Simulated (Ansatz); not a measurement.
# AlNi$_{3}$: a vibration from a frozen displacement

Method: DFT PBEsol, scalar-relativistic, plane waves, PAW in Ansatz. Settings: plane waves to 420 eV, k-mesh 14×14×14 (Γ-centred), Gaussian smearing 0.15 eV. No spin polarisation. A magnetic state may lie lower. Energies are free energies at this smearing, counted from the undisturbed cell; pressure is positive in compression.

The undisturbed cell (relaxed at this level; with this scan's settings it stands at 0.1 GPa; it needn't be the usual structure):

```
CELL_PARAMETERS angstrom
0.00000 2.79841 2.79841
2.79841 0.00000 2.79841
2.79841 2.79841 0.00000
ATOMIC_POSITIONS crystal
Al 0.50000 0.50000 0.50000
Ni 0.25000 0.25000 0.25000
Ni 0.00000 0.00000 0.00000
Ni 0.75000 0.75000 0.75000
```

Atom 1 (Al) is moved by x along the Cartesian unit vector (-0.577, -0.577, -0.577); the cell and all other atoms stay fixed. The cell's volume is 43.83 Å³; the moved atoms weigh 26.982 u together and the others 176.080 u. Some rows repeat others by symmetry and weren't run.

```csv
x (Å),ΔE (meV/cell),total force on the moved atoms along the move (eV/Å),pressure (GPa)
-0.4500,1106.73,5.7492,10.5679
-0.4050,868.13,4.8743,8.4693
-0.3600,666.47,4.1039,6.6326
-0.3150,497.46,3.4210,5.0438
-0.2700,357.50,2.8101,3.6895
-0.2250,243.67,2.2581,2.5606
-0.1800,153.58,1.7528,1.6482
-0.1350,85.36,1.2840,0.9455
-0.0900,37.62,0.8416,0.4474
0.0000,0.00,0.0000,0.0513
0.0900,37.62,-0.8416,0.4474
0.1350,85.36,-1.2840,0.9455
0.1800,153.58,-1.7528,1.6482
0.2250,243.67,-2.2581,2.5606
0.2700,357.50,-2.8101,3.6895
0.3150,497.46,-3.4210,5.0438
0.3600,666.47,-4.1039,6.6326
0.4050,868.13,-4.8743,8.4693
0.4500,1106.73,-5.7492,10.5679
```

Task: What frequency belongs to this motion?

Result: The force constant is k = −dF/dx = 9.351 eV/Å², from the parabola through x = -0.0900, 0 and 0.0900. In every cell the moved atoms swing against the rest, so the mass is μ = m₁m₂/(m₁ + m₂) = 23.396 u, and ν̃ = 521.5 cm⁻¹ × √(|k|/μ) = 330 cm⁻¹. The pattern needn't be a normal mode: ν̃² is then a weighted mean of the squared nonzero frequencies at the zone centre of this cell, so it lies between the lowest and the highest of them.

Task: How far does the harmonic law reach?

Result: At x = -0.450 Å, kx²/2 = 946.80 meV against the computed 1106.73 meV (+16.9 %): the well stiffens in this direction at large amplitude.

Task: The pressure changes with x². What does that say about the frequency under compression?

Result: With E = k(V)x²/2, k ∝ V^(−2γ) and x scaling with the cell as V^(1/3), P − P0 = −∂E/∂V = (2γ − 2/3) ΔE/V. At x = 0.1350 Å, V(P − P0) = 43.83 × 0.89418 / 160.2 eV = 244.61 meV and ΔE = 85.36 meV, so γ = 1/3 + V(P − P0)/(2ΔE) = 1.77. This is the Grüneisen parameter of the motion under uniform scaling of the cell: shrinking the cell evenly by 1 % in volume raises the frequency by about 1.77 %.

In a metal these slopes depend on the k mesh and the smearing.

Cost: 10 runs of about 2.9 core-minutes in all, on Intel Xeon 6975P-C (Granite Rapids) (shared hosts).

The restoring force on Al rises faster than linearly throughout the scan, so the atom sits in a single, stiffening well. The cell is a bcc-derived ordering of the Heusler type, not the fcc-derived order of ordinary Ni₃Al, so 330 cm⁻¹ shouldn't be assigned to the familiar alloy. Here Al moves straight towards one of its nearest Ni neighbours, and the steep short-range repulsion along that contact probably outweighs the softening of the opposite one. The same repulsion accounts for the positive Grüneisen parameter, since compression steepens the Al–Ni contacts.

The cubic site makes the harmonic force constant the same in every direction, but the stiffening at large amplitude may differ along other axes. By symmetry the motion mixes only the two infrared-type optical modes, and because Al is much lighter than Ni, the frequency probably lies nearer the upper one. A restoring force for this one sublattice doesn't establish stability against shear towards the close-packed structure.
